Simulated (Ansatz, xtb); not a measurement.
## Redistribution: C5H12 + C2H4F2 → C4H9F + C3H7F

Species: C5H12 (isopentane) `CCC(C)C`, singlet; C2H4F2 `CC(F)F`, singlet; C4H9F (2-fluorobutane) `CCC(C)F`, singlet; C3H7F (2-fluoropropane) `CC(C)F`, singlet. The partners trade CH3 for F; both sit on C, so the bond types are kept.

Shapes, held fixed at every level: PBE0-D4/def2-TZVP. Flexible molecules stand in one conformer, not always the lowest. Programs: Ansatz 0.2.0, xtb 6.7.1, xtb 6.7.1 later snapshot. Electronic energies: no zero-point or thermal term.

| level | kind | ΔE (kJ/mol) | less CCSD(T)/CBS estimate |
| --- | --- | --- | --- |
| GFN2-xTB | semi-empirical | -2.8 | -10.6 |
| HF/def2-TZVPP | Hartree–Fock | +2.6 | -5.2 |
| SPW92/def2-TZVPP | LDA | +11.4 | +3.6 |
| PBE-D4/def2-TZVPP | GGA | +8.6 | +0.8 |
| B3LYP-D4/def2-TZVPP | global hybrid | +5.5 | -2.3 |
| BHLYP-D4/def2-TZVPP | global hybrid | +5.7 | -2.1 |
| CCSD/def2-SVP | coupled cluster or CI | +14.5 | +6.7 |
| CCSD/def2-TZVPP | coupled cluster or CI | +9.7 | +1.9 |
| CCSD(T)/CBS estimate | coupled cluster or CI | +7.8 | 0.0 |

The highest level, CCSD(T)/CBS estimate, gives ΔE = +7.8 kJ/mol; the levels span -2.8 to +14.5. They disagree on the sign: 8 of 9 are positive. The column of differences is taken from that level and isn't an error. No measured value is set beside it here. The CBS estimate extrapolates MP2 from def2-TZVPP and def2-QZVPP and adds CCSD(T) − MP2 in the triple-zeta set, cores frozen.

The exchange is mildly uphill at +7.8 kJ/mol: pairing fluorine with fluorine and alkyl with alkyl on the branching carbons is favoured over the two mixed arrangements. In 1,1-difluoroethane, each fluorine lone pair can donate into the neighbouring C–F antibonding orbital, and the strongly positive carbon attracts both fluorines. This geminal stabilisation is lost when the fluorines are separated. Isopentane also gives up a branched alkyl centre, with its attractive correlation between geminal groups. Against this, the products gain alkyl stabilisation of polar C–F bonds, which probably explains why the net energy is small.

In the same triple-zeta basis, the energy rises from +2.6 with Hartree–Fock to +9.7 with CCSD, so correlation favours the reactants. The drop from +14.5 to +9.7 between the two CCSD basis sets suggests that the smaller one describes the compact, electron-rich fluorines unevenly. GFN2-xTB alone reverses the preference, probably because its approximate Hamiltonian misses part of the geminal stabilisation. The total energy alone cannot apportion the preference between the fluorine and alkyl contributions.
